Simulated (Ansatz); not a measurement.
HfO₂ in the fluorite structure, relaxed with r2SCAN in the PAW code Ansatz: the symmetry is Fm-3m (No. 225, cubic); a = 5.058 Å in the conventional setting, 10.79 Å³ an atom. Around Hf lie 8 O at 2.19 Å; around O lie 4 Hf at 2.19 Å. It was then strained (epitaxial in the xy plane), atoms relaxed again within the symmetry left. Unstrained, HSE06 gives 5.409 eV (X, 6×6×6 mesh), and the band edges keep their places in every row. The normal direction was relaxed to zero stress. Only one sign of strain is shown, since it lowers the symmetry, and equivalent edge states can then move with another slope on the other side. Stress is positive in compression. No spin polarisation and no zero-point or thermal motion.

Axes as in this cell:
```
CELL_PARAMETERS angstrom
0.00000 2.52918 2.52918
2.52918 0.00000 2.52918
2.52918 2.52918 0.00000
ATOMIC_POSITIONS crystal
Hf 0.00000 0.00000 0.00000
O 0.25000 0.25000 0.25000
O 0.75000 0.75000 0.75000
```

| strain (%) | ε | ΔE_g, HSE06 (eV) | Δσ_xx, r2SCAN (GPa) |
| --- | --- | --- | --- |
| +1.0 | +0.0100 | -0.148 | -6.45 |
| +2.62 | +0.0262 | -0.411 | -15.96 |
| +3.0 | +0.0300 | -0.474 | -18.04 |

(1) Fit ΔE_g = a x + b x² to these rows by least squares, with x = ε.

(2) Fit the change of σ_xx in the same way.

(3) Predict the withheld row at +2.0 % (x = +0.0200).

Answers

(1) The normal equations take Σx² = 1.686e-03, Σx³ = 4.598e-05, Σx⁴ = 1.291e-06, ΣxΔE = -2.647e-02 and Σx²ΔE = -7.235e-04, and give a = -14.37 eV, b = -48.5 eV; the largest residual is 0.001 eV.

(2) Δσ_xx = -666.4 x + (2174) x² GPa. The slope, 666 GPa, is the biaxial modulus of the film.

(3) ΔE_g ≈ -14.37 × (+0.0200) + (-48.5) × (+0.0200)² = -0.307 eV, and Δσ_xx ≈ -12.46 GPa. The runs give -0.307 eV and -12.46 GPa, off by 0.000 eV and 0.00 GPa.

No spin-orbit coupling is included; it can move band edges with weight on the heavy atoms by tenths of an eV.
